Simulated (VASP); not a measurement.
# CaB2 (P6/mmm) in VASP: further runs

The runs below take CaB2 through band structure, with RPBE, revPBE, BLYP, AM05.

Everything below comes from runs of VASP 6.6.1. Logs are shortened: lines on timing, memory, paths and dates and some standing lists are left out, and cuts for length are marked.

## 1. The crystal as given

Symmetry: P6/mmm, No. 191, hexagonal system. Conventional cell: a = 3.226 Å, b = 3.226 Å, c = 4.067 Å, α = 90.00°, β = 90.00°, γ = 120.00°. Ca (site symmetry 6/mmm) has 12 B at 2.76 Å as nearest neighbours. B (site symmetry -6m2) has 3 B at 1.86 Å as nearest neighbours.

The cell comes from a database or a generator and needn't be the stable form of this composition.

## 2. Band structure, RPBE

Input file POSCAR:

```
CaB2
1.0
    3.2264302843      0.0000000000      0.0000000000
   -1.6132151421      2.7941705897      0.0000000000
    0.0000000000      0.0000000000      4.0673920000
Ca B
1 2
Direct
    0.0000000000      0.0000000000      0.0000000000
    0.6666666667      0.3333333333      0.5000000000
    0.3333333333      0.6666666667      0.5000000000
```

Input file INCAR.step1:

```
  ALGO = Fast
  EDIFF = 1E-6
  ENCUT = 520
  GGA = RP
  ISIF = 2
  ISMEAR = -1
  LASPH = T
  LCHARG = T
  LREAL = F
  LWAVE = F
  NELM = 60
  PREC = Accurate
  SIGMA = 0.05
```

Input file KPOINTS.step1:

```
k-points
0
Gamma
  9 9 7
```

Input file INCAR.step2:

```
  ALGO = Fast
  EDIFF = 1E-6
  ENCUT = 520
  GGA = RP
  ICHARG = 11
  ISIF = 2
  ISMEAR = 0
  LASPH = T
  LCHARG = F
  LREAL = F
  LWAVE = F
  NELM = 60
  PREC = Accurate
  SIGMA = 0.05
```

Input file KPOINTS.step2:

```
path GMKGALHA,LM,KH
10
line-mode
reciprocal
 0.0000000000  0.0000000000  0.0000000000  G
 0.5000000000  0.0000000000  0.0000000000  M

 0.5000000000  0.0000000000  0.0000000000  M
 0.3333333333  0.3333333333  0.0000000000  K

 0.3333333333  0.3333333333  0.0000000000  K
 0.0000000000  0.0000000000  0.0000000000  G

 0.0000000000  0.0000000000  0.0000000000  G
 0.0000000000  0.0000000000  0.5000000000  A

 0.0000000000  0.0000000000  0.5000000000  A
 0.5000000000  0.0000000000  0.5000000000  L

 0.5000000000  0.0000000000  0.5000000000  L
 0.3333333333  0.3333333333  0.5000000000  H

 0.3333333333  0.3333333333  0.5000000000  H
 0.0000000000  0.0000000000  0.5000000000  A

 0.5000000000  0.0000000000  0.5000000000  L
 0.5000000000  0.0000000000  0.0000000000  M

 0.3333333333  0.3333333333  0.0000000000  K
 0.3333333333  0.3333333333  0.5000000000  H
```

Potentials or basis: VASP PAW PBE potentials, release 64 (Ca_sv, B).

Run with:

```console
cat potpaw_PBE.64/Ca_sv/POTCAR potpaw_PBE.64/B/POTCAR > POTCAR
cp INCAR.step1 INCAR
cp KPOINTS.step1 KPOINTS
mpirun -np 1 vasp_std > vasp.out
cp INCAR.step2 INCAR
cp KPOINTS.step2 KPOINTS
mpirun -np 1 vasp_std > vasp.out
```

OUTCAR:

```text
EDIFF = 1E-6
   ENCUT = 520
   GGA = RP
   ICHARG = 11
   ISIF = 2
   ISMEAR = 0
   LASPH = T
   LREAL = F
   NELM = 60
   PREC = Accurate

 ion  position               nearest neighbor table
   1  0.000  0.000  0.000-
   2  0.667  0.333  0.500-   3 1.86   3 1.86   3 1.86
   3  0.333  0.667  0.500-   2 1.86   2 1.86   2 1.86

  LATTYP: Found a hexagonal cell.
 ALAT       =     3.2264302843
 C/A-ratio  =     1.2606477257

  Lattice vectors:

 A1 = (   3.2264302843,   0.0000000000,   0.0000000000)
 A2 = (  -1.6132151421,   2.7941705897,   0.0000000000)
 A3 = (   0.0000000000,   0.0000000000,   4.0673920000)

Analysis of symmetry for initial positions (statically):
=====================================================================
 Subroutine PRICEL returns:
 Original cell was already a primitive cell.

 Routine SETGRP: Setting up the symmetry group for a
 hexagonal supercell.

 Subroutine GETGRP returns: Found 24 space group operations
 (whereof 24 operations were pure point group operations)
 out of a pool of 24 trial point group operations.

The static configuration has the point symmetry D_6h.

Analysis of symmetry for dynamics (positions and initial velocities):
=====================================================================
 Subroutine PRICEL returns:
 Original cell was already a primitive cell.

 Routine SETGRP: Setting up the symmetry group for a
 hexagonal supercell.

 Subroutine GETGRP returns: Found 24 space group operations
 (whereof 24 operations were pure point group operations)
 out of a pool of 24 trial point group operations.

The dynamic configuration has the point symmetry D_6h.

 Subroutine INISYM returns: Found 24 space group operations
 (whereof 24 operations are pure point group operations),
 and found     1 'primitive' translations

----------------------------------------------------------------------------------------

                                     Primitive cell

  volume of cell :      36.6683

  direct lattice vectors                    reciprocal lattice vectors
     3.226430284  0.000000000  0.000000000     0.309940061  0.178943978  0.000000000
    -1.613215142  2.794170590  0.000000000     0.000000000  0.357887956  0.000000000
     0.000000000  0.000000000  4.067392000     0.000000000  0.000000000  0.245857788

  length of vectors
     3.226430284  3.226430284  4.067392000     0.357887956  0.357887956  0.245857788

  position of ions in fractional coordinates (direct lattice)
     0.000000000  0.000000000  0.000000000
     0.666666667  0.333333333  0.500000000
     0.333333333  0.666666667  0.500000000

  ion indices of the primitive-cell ions
   primitive index   ion index
                 1           1
                 2           2
                 3           3

----------------------------------------------------------------------------------------

 KPOINTS: path GMKGALHA,LM,KH

Interpolating k-points between supplied coordinates.

 Line segments in fractional coordinates (reciprocal lattice):
    0.000000  0.000000  0.000000  ...  0.500000  0.000000  0.000000
    0.500000  0.000000  0.000000  ...  0.333333  0.333333  0.000000
    0.333333  0.333333  0.000000  ...  0.000000  0.000000  0.000000
    0.000000  0.000000  0.000000  ...  0.000000  0.000000  0.500000
    0.000000  0.000000  0.500000  ...  0.500000  0.000000  0.500000
    0.500000  0.000000  0.500000  ...  0.333333  0.333333  0.500000
    0.333333  0.333333  0.500000  ...  0.000000  0.000000  0.500000
    0.500000  0.000000  0.500000  ...  0.500000  0.000000  0.000000
    0.333333  0.333333  0.000000  ...  0.333333  0.333333  0.500000

 Generated    10 points on each line segment, for a total of     90 k-points:

 Following reciprocal coordinates:
            Coordinates               Weight
  0.000000  0.000000  0.000000      0.011111
  0.055556  0.000000  0.000000      0.011111
  0.111111  0.000000  0.000000      0.011111
  0.166667  0.000000  0.000000      0.011111
  0.222222  0.000000  0.000000      0.011111
  0.277778  0.000000  0.000000      0.011111
[... 16 lines left out ...]
  0.259259  0.259259  0.000000      0.011111
  0.222222  0.222222  0.000000      0.011111
 [... further k-points ...]
   k-points           NKPTS =     90   k-points in BZ     NKDIM =     90   number of bands    NBANDS=     12
   number of dos      NEDOS =    301   number of ions     NIONS =      3
   total plane-waves  NPLWV =  17280
   dimension x,y,z NGX =    24 NGY =   24 NGZ =   30
   dimension x,y,z NGXF=    48 NGYF=   48 NGZF=   60
   ions per type =               1   2
   NGX,Y,Z   is equivalent  to a cutoff of  12.37, 12.37, 12.26 a.u.
   NGXF,Y,Z  is equivalent  to a cutoff of  24.73, 24.73, 24.52 a.u.
 SYSTEM =  unknown system
   PREC   = accura    normal or accurate (medium, high low for compatibility)
   ISTART =      0    job   : 0-new  1-cont  2-samecut
   ICHARG =     11    charge: 1-file 2-atom 10-const
   ISPIN  =      1    spin polarized calculation?
   LNONCOLLINEAR =      F non collinear calculations
   LSORBIT =      F    spin-orbit coupling
   LASPH  =      T    aspherical Exc in radial PAW
   ENCUT  =  520.0 eV  38.22 Ry    6.18 a.u.   6.00  6.00  7.56*2*pi/ulx,y,z
   NELM   =     60;   NELMIN=  2; NELMDL=  0     # of ELM steps
   EDIFF  = 0.1E-05   stopping-criterion for ELM
   LREAL  =      F    real-space projection
   EDIFFG = 0.1E-04   stopping-criterion for IOM
   NSW    =      0    number of steps for IOM
   IBRION =     -1    ionic relax: 0-MD 1-quasi-New 2-CG
   NFREE  =      0    steps in history (QN), initial steepest desc. (CG)
   ISIF   =      2    stress and relaxation
   ISYM   =      2    0-nonsym 1-usesym 2-fastsym
   POTIM  = 0.5000    time-step for ionic-motion
   TEBEG  =    0.0;   TEEND  =   0.0 temperature during run
   PSTRESS=    0.0 pullay stress
   NELECT =      16.0000    total number of electrons
   NUPDOWN=      -1.0000    fix difference up-down
   EMIN   =  10.00;   EMAX   =-10.00  energy-range for DOS
   EFERMI =   0.00;   METHOD = LEGACY
   ISMEAR =     0;   SIGMA  =   0.05  broadening in eV -4-tet -1-fermi 0-gaus
   EFERMI_NEDOS =   21; number of points for ismear=-14 and -15
   IALGO  =     68    algorithm
   IMIX   =      4    mixing-type and parameters
     AMIX     =   0.40;   BMIX     =  1.00
     AMIX_MAG =   1.60;   BMIX_MAG =  1.00
  volume/ion in A,a.u.               =      12.22        82.48
  Fermi-wavevector in a.u.,A,eV,Ry     =   1.241703  2.346479 20.977823  1.541826
  Thomas-Fermi vector in A             =   2.376089
   LORBIT       =      0    0 simple, 1 ext, 2 COOP (PROOUT), +10 PAW based schemes
   GGA     = RP    functional components
   LHFCALC =     F    Hartree Fock is set to
   AEXX    =    0.0000 exact exchange contribution
   IVDW    =     0    specifies the selected vdW correction
   LEPSILON=     F    determine dielectric tensor
   LRPA    =     F    only Hartree local field effects (RPA)
 non-spin polarized calculation
 RMM-DIIS sequential band-by-band and
 Gauss-broadening in eV      SIGMA  =   0.05
  energy-cutoff  :      520.00
  volume of cell :       36.67
 maximum number of plane-waves:      1008
 NGX is ok and might be reduce to    24

 number of electron      16.0000004 magnetization

 Free energy of the ion-electron system (eV)
  ---------------------------------------------------
  ext. energy  EPLUGINS =         0.00000000
  ---------------------------------------------------
  free energy    TOTEN  =       -14.19522690 eV

  energy without entropy =      -14.19365279  energy(sigma->0) =      -14.19443985

 E-fermi :   5.0645     XC(G=0): -10.7010

 val. band max:        5.0470107772   @ k =   0.0370   0.0370   0.0000
 cond. band min:       5.0728336834   @ k =   0.0556   0.0000   0.0000
 fundamental gap:      0.0258229062
 Fermi energy:         5.0645138733

 k-point     1 :       0.0000    0.0000    0.0000
  band No.  band energies     occupation
      1     -35.0747      2.00000
      2     -16.0061      2.00000
      3     -15.8154      2.00000
      4     -15.8154      2.00000
      5      -5.7032      2.00000
      6       2.9530      2.00000
      7       5.1313      0.05880
      8       5.1313      0.05875
      9       5.2485      0.00000
     10      10.2256      0.00000
     11      10.2274      0.00000
     12      11.0555      0.00000

 k-point     2 :       0.0556    0.0000    0.0000
  band No.  band energies     occupation
      1     -35.0714      2.00000
      2     -16.0014      2.00000
      3     -15.8398      2.00000
      4     -15.8204      2.00000
      5      -5.6495      2.00000
      6       2.9568      2.00000
      7       4.8985      2.00000
      8       5.0728      0.81396
      9       5.3181      0.00000
     10      10.0385      0.00000
     11      10.1830      0.00000
     12      11.0313      0.00000

 k-point     3 :       0.1111    0.0000    0.0000
  band No.  band energies     occupation
      1     -35.0619      2.00000
      2     -15.9878      2.00000
      3     -15.9093      2.00000
      4     -15.8349      2.00000
      5      -5.4900      2.00000
      6       2.9697      2.00000
      7       4.2901      2.00000
      8       4.9092      1.99999
      9       5.5154      0.00000
     10       9.6171      0.00000
     11      10.1624      0.00000
     12      10.9333      0.00000

 k-point     4 :       0.1667    0.0000    0.0000
  band No.  band energies     occupation
      1     -35.0474      2.00000
      2     -16.0140      2.00000
      3     -15.9670      2.00000
      4     -15.8570      2.00000
      5      -5.2296      2.00000
      6       2.9959      2.00000
      7       3.4701      2.00000
      8       4.6724      2.00000
      9       5.7951      0.00000
     10       9.1824      0.00000
     11      10.2762      0.00000
     12      10.7847      0.00000

 k-point     5 :       0.2222    0.0000    0.0000
  band No.  band energies     occupation
      1     -35.0294      2.00000
      2     -16.1395      2.00000
      3     -15.9412      2.00000
      4     -15.8840      2.00000
      5      -4.8749      2.00000
      6       2.5571      2.00000
      7       3.0399      2.00000
      8       4.4032      2.00000
      9       6.0594      0.00000
     10       8.9246      0.00000
     11      10.2208      0.00000
     12      10.5562      0.00000
[... 228 lines left out ...]
      1     -34.9503      2.00000
      2     -16.3372      2.00000
      3     -16.3372      2.00000
      4     -15.8279      2.00000
      5      -1.1676      2.00000
      6      -1.1676      2.00000
      7       0.5259      2.00000
      8       4.7816      2.00000
      9       4.7816      2.00000
     10       8.6539      0.00000
     11       8.6539      0.00000
     12      11.2589      0.00000

 k-point    22 :       0.2963    0.2963    0.0000
  band No.  band energies     occupation
      1     -34.9529      2.00000
      2     -16.4065      2.00000
      3     -16.2466      2.00000
      4     -15.8315      2.00000
      5      -1.8162      2.00000
      6      -0.6772      2.00000
      7       0.8158      2.00000
      8       4.2197      2.00000
      9       5.4686      0.00000
     10       8.3436      0.00000
     11       8.7418      0.00000
     12      11.4761      0.00000

 k-point    23 :       0.2593    0.2593    0.0000
  band No.  band energies     occupation
      1     -34.9613      2.00000
      2     -16.4293      2.00000
      3     -16.1550      2.00000
      4     -15.8434      2.00000
      5      -2.6043      2.00000
      6      -0.0851      2.00000
      7       1.4074      2.00000
      8       3.7808      2.00000
      9       6.2768      0.00000
     10       8.1911      0.00000
     11       8.3539      0.00000
     12      11.9353      0.00000

 k-point    24 :       0.2222    0.2222    0.0000
  band No.  band energies     occupation
      1     -34.9757      2.00000
      2     -16.3985      2.00000
      3     -16.0684      2.00000
      4     -15.8641      2.00000
      5      -3.3591      2.00000
      6       0.6075      2.00000
      7       2.1183      2.00000
      8       3.4582      2.00000
      9       7.1912      0.00000
     10       7.7761      0.00000
     11       8.1968      0.00000
     12      12.2079      0.00000

 [... further k-points ...]

------------------------ aborting loop because EDIFF is reached ----------------------------------------

  FORCE on cell =-STRESS in cart. coord.  units (eV):
  Direction    XX          YY          ZZ          XY          YZ          ZX
  --------------------------------------------------------------------------------------
  -------------------------------------------------------------------------------------
  Total        1.0246707      1.0246707      2.4521550      0.0000000      0.0000000      0.0000000
  in kB       44.7717083     44.7717083    107.1438549      0.0000000      0.0000000      0.0000000
  external PRESSURE =      65.5624238 kB  Pullay stress =       0.0000000 kB

 VOLUME and BASIS-vectors are now :
 -----------------------------------------------------------------------------
  energy-cutoff  :      520.00
  volume of cell :       36.67
      direct lattice vectors                 reciprocal lattice vectors
     3.226430284  0.000000000  0.000000000     0.309940061  0.178943978  0.000000000
    -1.613215142  2.794170590  0.000000000     0.000000000  0.357887956  0.000000000
     0.000000000  0.000000000  4.067392000     0.000000000  0.000000000  0.245857788

 POSITION                                       TOTAL-FORCE (eV/Angst)
 -----------------------------------------------------------------------------------
      0.00000      0.00000      0.00000         0.000000      0.000000      0.000000
      1.61322      0.93139      2.03370         0.000000      0.000000      0.000000
     -0.00000      1.86278      2.03370        -0.000000      0.000000      0.000000
 -----------------------------------------------------------------------------------
    total drift:                               -0.000000      0.000000     -0.000000

  FREE ENERGIE OF THE ION-ELECTRON SYSTEM (eV)
  ---------------------------------------------------
  free  energy   TOTEN  =       -14.1952269046 eV

  energy  without entropy=      -14.1936527932  energy(sigma->0) =      -14.19443985
```

Run time: 48 s. Hardware: 1 thread of Intel Xeon Platinum 8375C at 2.90GHz (Ice Lake), shared host; peak memory 0.17 GiB.

Results:

```yaml
Band_gap_along_the_path: none (metal or under the smearing width)
```

Levels at the corners of the path, in eV from the Fermi level:
```tsv
point	band 4	band 5	band 6	band 7	band 8	band 9	band 10	band 11	band 12
Γ	-20.56	-10.45	-1.80	0.38	0.38	0.50	5.48	5.48	6.31
M	-20.60	-6.90	-6.36	-1.39	-1.16	1.06	3.15	5.34	6.33
M	-20.60	-6.90	-6.36	-1.39	-1.16	1.06	3.15	5.34	6.35
K	-20.58	-5.92	-5.92	-4.22	0.03	0.03	3.90	3.90	6.51
K	-20.58	-5.92	-5.92	-4.22	0.03	0.03	3.90	3.90	6.51
Γ	-20.56	-10.45	-1.80	0.38	0.38	0.50	5.48	5.48	6.31
Γ	-20.56	-10.45	-1.80	0.38	0.38	0.50	5.48	5.48	6.31
A	-20.56	-9.44	-4.65	0.94	0.94	3.51	4.18	4.18	4.30
A	-20.56	-9.44	-4.65	0.94	0.94	3.51	4.18	4.18	4.30
L	-20.69	-7.39	-5.50	-1.68	-0.82	-0.69	5.35	5.58	6.40
L	-20.69	-7.39	-5.50	-1.68	-0.82	-0.69	5.35	5.58	6.40
H	-20.66	-6.22	-6.22	-3.40	-0.33	-0.33	5.94	6.76	6.82
H	-20.66	-6.22	-6.22	-3.40	-0.33	-0.33	5.94	6.76	6.81
A	-20.56	-9.44	-4.65	0.94	0.94	3.51	4.18	4.18	4.30
L	-20.69	-7.39	-5.50	-1.68	-0.82	-0.69	5.35	5.58	6.40
M	-20.60	-6.90	-6.36	-1.39	-1.16	1.06	3.15	5.34	6.34
K	-20.58	-5.92	-5.92	-4.22	0.03	0.03	3.90	3.90	6.51
H	-20.66	-6.22	-6.22	-3.40	-0.33	-0.33	5.94	6.76	6.76
```

Caveat: the log is that of the step along the path at fixed density, whose energy, stress, charges and moments have no meaning; the PAW data sets were made with another functional, which shifts forces and pressure a little.

## 3. Band structure, revPBE

POSCAR is that of step 2.

INCAR.step1, as its differences from that of step 2:

```diff
@@ -3,3 +3,3 @@
   ENCUT = 520
-  GGA = RP
+  GGA = RE
   ISIF = 2
```

KPOINTS.step1 is that of step 2.

INCAR.step2, as its differences from that of step 2:

```diff
@@ -3,3 +3,3 @@
   ENCUT = 520
-  GGA = RP
+  GGA = RE
   ICHARG = 11
```

KPOINTS.step2 is that of step 2.

Potentials or basis: VASP PAW PBE potentials, release 64 (Ca_sv, B).

Run with:

```console
cat potpaw_PBE.64/Ca_sv/POTCAR potpaw_PBE.64/B/POTCAR > POTCAR
cp INCAR.step1 INCAR
cp KPOINTS.step1 KPOINTS
mpirun -np 1 vasp_std > vasp.out
cp INCAR.step2 INCAR
cp KPOINTS.step2 KPOINTS
mpirun -np 1 vasp_std > vasp.out
```

Run time: 44 s. Hardware: 1 thread of Intel Xeon Platinum 8375C at 2.90GHz (Ice Lake), shared host; peak memory 0.17 GiB.

Results (log left out):

| Item | Value |
| --- | --- |
| Band gap along the path | none (metal or under the smearing width) |

Levels at the corners of the path, in eV from the Fermi level:
```
point  band 5  band 6  band 7  band 8  band 9  band 10  band 11  band 12
    Γ  -10.44   -1.79    0.38    0.38    0.48     5.47     5.47     6.30
    M   -6.88   -6.35   -1.39   -1.16    1.06     3.16     5.34     6.33
    M   -6.88   -6.35   -1.39   -1.16    1.06     3.16     5.34     6.35
    K   -5.90   -5.90   -4.22    0.04    0.04     3.90     3.90     6.50
    K   -5.90   -5.90   -4.22    0.04    0.04     3.90     3.90     6.50
    Γ  -10.44   -1.79    0.38    0.38    0.48     5.47     5.47     6.30
    Γ  -10.44   -1.79    0.38    0.38    0.48     5.47     5.47     6.30
    A   -9.42   -4.65    0.94    0.94    3.49     4.17     4.17     4.30
    A   -9.42   -4.65    0.94    0.94    3.49     4.17     4.18     4.30
    L   -7.38   -5.49   -1.67   -0.82   -0.69     5.34     5.58     6.40
    L   -7.38   -5.49   -1.67   -0.82   -0.69     5.34     5.58     6.40
    H   -6.21   -6.21   -3.40   -0.33   -0.33     5.93     6.76     6.81
    H   -6.21   -6.21   -3.40   -0.33   -0.33     5.93     6.76     6.81
    A   -9.42   -4.65    0.94    0.94    3.49     4.17     4.17     4.30
    L   -7.38   -5.49   -1.67   -0.82   -0.69     5.34     5.58     6.40
    M   -6.88   -6.35   -1.39   -1.16    1.06     3.16     5.34     6.34
    K   -5.90   -5.90   -4.22    0.04    0.04     3.90     3.90     6.50
    H   -6.21   -6.21   -3.40   -0.33   -0.33     5.93     6.76     6.76
```

Caveat: the log is that of the step along the path at fixed density, whose energy, stress, charges and moments have no meaning; the PAW data sets were made with another functional, which shifts forces and pressure a little.

[end of part 1 of 2]
